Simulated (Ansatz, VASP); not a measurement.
One calculation of Ag, two programs

The input INCAR:

```
SYSTEM = Ag
ALGO = Fast ; EDIFF = 1E-7
ENCUT = 520 ; GGA = PS
ISIF = 2 ; ISMEAR = 0
LASPH = .TRUE. ; LCHARG = .TRUE.
LELF = .TRUE. ; LREAL = .FALSE.
LVHAR = .TRUE. ; LWAVE = .FALSE.
NBANDS = 12 ; NELM = 100
PREC = Accurate ; SIGMA = 0.1
```

Contents of KPOINTS:

```
k-points
0
G
  8 8 8
  0 0 0
```

POSCAR

```
Ag
1.0
    0.0000000000      2.0427500000      2.0427500000
    2.0427500000      0.0000000000      2.0427500000
    2.0427500000      2.0427500000      0.0000000000
Ag
1
Direct
    0.0000000000      0.0000000000      0.0000000000
```

Input for Ansatz:

```yaml
crystal:
  lattice:
    - [0.0, 2.04275, 2.04275]
    - [2.04275, 0.0, 2.04275]
    - [2.04275, 2.04275, 0.0]
  atoms:
    - { symbol: Ag, position: [0.0, 0.0, 0.0] }
basis:
  ecutwfc: 420
kpoints:
  mp_grid: { grid: [8, 8, 8] }
hamiltonian:
  xc: pbesol
scf:
  occupations: { method: gaussian, width: 0.1 }
output:
  forces: true
  stress: true
  eigenvalues: true
```

Alike in both runs: task single point; functional PBEsol; k mesh 8 × 8 × 8; occupations gaussian, width 0.1 eV; no spin polarisation.

|  | VASP | Ansatz |
| --- | --- | --- |
| version | VASP 6.6.1 | Ansatz 0.2.0 |
| potentials or method | VASP PAW PBE potentials, release 64 (Ag) | scalar-relativistic, plane waves, PAW |
| plane-wave cutoff (eV) | 520 | 420 |
| valence electrons in the cell | 11 | 19 |

Ansatz gave:

```
gap on the k mesh at the Fermi level (eV) : none
pressure (GPa)                            : -2.0
```

Task: Estimate VASP's values.

Result: gap on the k mesh at the Fermi level (eV): none; pressure (GPa): -2.2.

A gap of «none» marks a metal or a gap that the smearing closes. With one functional, cell and mesh, what is left measures potentials, basis and numerics. The two sets of potentials don't hold the same shells in valence.

Caveats: the PAW data sets were made with another functional, which shifts forces and pressure a little (VASP).
